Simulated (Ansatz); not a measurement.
# TiO₂ under pressure: fit and missing row

TiO₂, I4_1/amd, a = 3.799 Å, c = 9.698 Å. The compound has several low-lying forms, and this is one of them. Ansatz: PBE, PAW, 420 eV, Γ-centred 10×10×10 mesh on 6 atoms, Gaussian smearing 0.02 eV; no spin polarisation. Cell and atoms are relaxed at each pressure, and no other structure is tried, so the rows at high pressure may lie past a change of phase.

| V (Å³/atom) | P (GPa) |
| --- | --- |
| 9.015 | 60.00 |
| 10.055 | 29.99 |
| ? | 15.00 |
| 11.167 | 8.02 |
| 11.470 | 3.00 |
| 11.665 | 0.01 |
| 11.875 | -3.00 |

Q: Take V0 = 11.665 Å³/atom, count pressures from its P0 = 0.01 GPa, fit the third-order Birch–Murnaghan form to the other rows, and predict the missing volume.

A: With the Eulerian strain f = ½[(V0/V)^(2/3) − 1] and y = (P − P0)/[3f(1 + 2f)^(5/2)], the form is the line y = B0 + 1.5 B0 (B0′ − 4) f. Rows (f, y): 0.09372, 138.9; 0.05204, 149.9; 0.01476, 168.2; 0.00565, 171.5; -0.00591, 174.9. Means f = 0.03205, y = 160.68; Σ(Δf)² = 0.006640, ΣΔfΔy = -2.514; the slope is their ratio. y = 172.8 − 378.7 f GPa, so B0 = 172.8 GPa and B0′ = 4 + 2 × (-378.7)/(3 × 172.8) = 2.54. P = 15.00 GPa is met at f = 0.02695 (y = 162.59), so V = V0 (1 + 2f)^(−3/2) = 10.782 Å³/atom. The run gave 10.774 Å³/atom, so the fit is 0.008 Å³/atom too high, within the rms miss on the fitted rows (0.015 Å³/atom). With a term in f² added B0′ becomes 2.13, so this figure hangs on the form.

Cost: 7 runs of about 11 core-minutes in all, on Arm Neoverse V1 (shared hosts).